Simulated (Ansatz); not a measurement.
Molecular dynamics on a 2×2×2 supercell (16 atoms) of AlP (zincblende), relaxed with r2SCAN. Forces come from r2SCAN in the PAW code Ansatz: Langevin thermostat and barostat (NPT), 100 K, steps of 2 fs. Classical nuclei, no spin polarisation; a few dozen steps show the first response, not equilibrium.

```yaml
crystal:
  lattice:
    - [0.0, 5.4785144186, 5.4785144186]
    - [5.4785144186, 0.0, 5.4785144186]
    - [5.4785144186, 5.4785144186, 0.0]
  atoms:
    - { symbol: Al, position: [0.0, 0.0, 0.0] }
    - { symbol: P, position: [0.125, 0.125, 0.125] }
    - { symbol: Al, position: [0.0, 0.0, 0.5] }
    - { symbol: P, position: [0.125, 0.125, 0.625] }
    - { symbol: Al, position: [0.0, 0.5, 0.0] }
    - { symbol: P, position: [0.125, 0.625, 0.125] }
    - { symbol: Al, position: [0.0, 0.5, 0.5] }
    - { symbol: P, position: [0.125, 0.625, 0.625] }
    - { symbol: Al, position: [0.5, 0.0, 0.0] }
    - { symbol: P, position: [0.625, 0.125, 0.125] }
    - { symbol: Al, position: [0.5, 0.0, 0.5] }
    - { symbol: P, position: [0.625, 0.125, 0.625] }
    - { symbol: Al, position: [0.5, 0.5, 0.0] }
    - { symbol: P, position: [0.625, 0.625, 0.125] }
    - { symbol: Al, position: [0.5, 0.5, 0.5] }
    - { symbol: P, position: [0.625, 0.625, 0.625] }
kpoints:
  mp_grid: { grid: [2, 2, 2] }
hamiltonian:
  xc: r2scan
scf:
  occupations: { method: fermi_dirac, width: 0.02 }
md:
  ensemble: npt_langevin
  temperature: 100
  timestep: 2.0
  n_steps: 20
  initial_velocities: maxwell_boltzmann
  seed: 972
```

Command: `ansatz run input.yaml --threads 4 --pin off --max-ram 3686MiB --backend cpu --events-out ev --progress --plain --runs-dir out`.

Q: How do temperature and energy develop?

A: The temperature starts at 94 K, is lowest at step 11 (55 K, 22 fs) and ends at 84 K. The atoms start on their lattice sites with kinetic energy alone, so much of it first passes into potential energy.
```csv
step,t (fs),T (K),free energy F from step 0 (meV/atom),kinetic energy (meV/atom),pressure (GPa),volume (Å³/atom),largest force (eV/Å)
0,0,94,0.0,12.1,0.43,20.55,0.00
1,2,95,0.1,12.3,0.43,20.55,0.10
2,4,96,0.5,12.5,0.44,20.55,0.20
3,6,87,1.2,11.2,0.43,20.56,0.29
4,8,77,1.9,9.9,0.42,20.56,0.38
5,10,70,2.7,9.1,0.40,20.56,0.47
6,12,70,3.6,9.1,0.36,20.57,0.55
7,14,68,4.5,8.8,0.31,20.58,0.62
8,16,64,5.3,8.3,0.25,20.60,0.65
9,18,56,6.0,7.3,0.19,20.61,0.68
10,20,57,6.5,7.4,0.12,20.63,0.69
11,22,55,6.7,7.1,0.05,20.64,0.67
12,24,58,6.8,7.5,0.00,20.65,0.64
13,26,63,6.6,8.2,-0.04,20.66,0.60
14,28,72,6.4,9.4,-0.07,20.66,0.54
15,30,75,6.2,9.7,-0.10,20.67,0.53
16,32,80,6.0,10.3,-0.13,20.67,0.54
17,34,87,5.9,11.2,-0.15,20.67,0.52
18,36,84,6.0,10.8,-0.15,20.67,0.50
19,38,79,6.4,10.3,-0.14,20.67,0.52
20,40,84,6.8,10.9,-0.14,20.67,0.53
```

Positions (Å) and forces (eV/Å) at step 20:
```
cell (Å): 0.000 5.488 5.488; 5.488 0.000 5.488; 5.488 5.488 0.000
Al   0.006  -0.046   0.013    -0.103   0.324  -0.130
P    1.369   1.293   1.435    -0.164   0.322  -0.394
Al   2.699   2.675   0.019     0.301   0.084  -0.059
P    4.109   4.098   1.352    -0.193  -0.222   0.004
Al   2.727  -0.016   2.820     0.211  -0.114  -0.031
P    4.125   1.387   4.126     0.280  -0.246  -0.095
Al   5.500   2.740   2.729    -0.140   0.107   0.029
P    6.841   4.088   4.150    -0.045  -0.058   0.181
Al  -0.021   2.738   2.700    -0.064   0.018   0.198
P    1.346   4.176   4.028     0.121  -0.193  -0.040
Al   2.749   5.526   2.666    -0.037   0.217   0.068
P    4.119   6.856   4.093    -0.056  -0.134   0.210
Al   2.758   2.816   5.370    -0.238   0.077   0.397
P    4.064   4.128   6.872     0.221   0.037  -0.160
Al   5.494   5.483   5.533    -0.222   0.202  -0.260
P    6.875   6.958   6.786     0.126  -0.420   0.083
```
